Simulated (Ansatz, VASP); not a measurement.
**Two plane-wave programs on SnTe**

```
CELL_PARAMETERS angstrom
0.00000 3.61115 3.61115
3.61115 0.00000 3.61115
3.61115 3.61115 0.00000
ATOMIC_POSITIONS crystal
Sn 0.00000 0.00000 0.00000
Te 0.75000 0.75000 0.75000
```

Measurements of this composition are mostly on another form, of space group No. 225.

Alike in both runs: task single point; functional r2SCAN; k mesh 8 × 8 × 8; occupations gaussian, width 0.03 eV; no spin polarisation.

```csv
,VASP,Ansatz
version,VASP 6.6.1,Ansatz 0.2.0
potentials or method,"VASP PAW PBE potentials, release 64 (Sn_d, Te)","scalar-relativistic, plane waves, PAW"
plane-wave cutoff (eV),520,500
valence electrons in the cell,20,30
```

|  | VASP | Ansatz | Ansatz less VASP |
| --- | --- | --- | --- |
| gap on the k mesh at the Fermi level (eV) | 0.15 | 0.16 | +0.003 |
| least direct gap on the mesh (eV) | 0.89 | 0.90 | +0.002 |
| pressure (GPa) | -0.6 | -0.6 | +0.01 |

The functional is the same, so the differences come from potentials, cutoffs and numerics. The two sets of potentials don't hold the same shells in valence.

Caveats: the PAW data sets were made with another functional, which shifts forces and pressure a little (VASP); spin-orbit coupling is left out, which moves the levels of the heavy elements. A k mesh can miss the band edges.
